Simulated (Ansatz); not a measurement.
CoO: equilibrium cell

Method: DFT PBE, scalar-relativistic, plane waves, PAW (Ansatz 0.2.0). Each run relaxes cell and atoms to zero pressure from this start:

```yaml
crystal:
  lattice:
    - [-1.50800, 1.50800, 2.10725]
    - [1.50800, -1.50800, 2.10725]
    - [1.50800, 1.50800, -2.10725]
  atoms:
    - { symbol: Co, position: [0.00000, 0.00000, 0.00000] }
    - { symbol: O, position: [0.50000, 0.50000, 0.00000] }
```

* plane-wave cutoff: 420 eV
* occupation rule: Gaussian smearing, 0.1 eV
* list of starting moments (μB, in atom order): 2.73 0.35
* check for lower electronic states after the SCF: on

Lengths are those of the cell as run.

```json
{"k-mesh": "4×4×4", "a (Å)": "2.974", "volume (Å³/atom)": "9.30", "gap on mesh (eV)": "metal"}
{"k-mesh": "6×6×6", "a (Å)": "2.993", "volume (Å³/atom)": "9.48", "gap on mesh (eV)": "metal"}
{"k-mesh": "8×8×8", "a (Å)": "2.996", "volume (Å³/atom)": "9.56", "gap on mesh (eV)": "metal"}
{"k-mesh": "20×20×20", "a (Å)": "2.998", "volume (Å³/atom)": "9.58", "gap on mesh (eV)": "metal"}
```

Task: What does 10×10×10 give?

Result: It gives:

| k-mesh | a (Å) | volume (Å³/atom) | gap on mesh (eV) |
| --- | --- | --- | --- |
| 10×10×10 | 3.003 | 9.58 | metal |

1 further run of this set isn't shown.

Cost: 5 runs of about 1.5 core-minutes in all, on Intel Xeon 6975P-C (Granite Rapids) (shared hosts).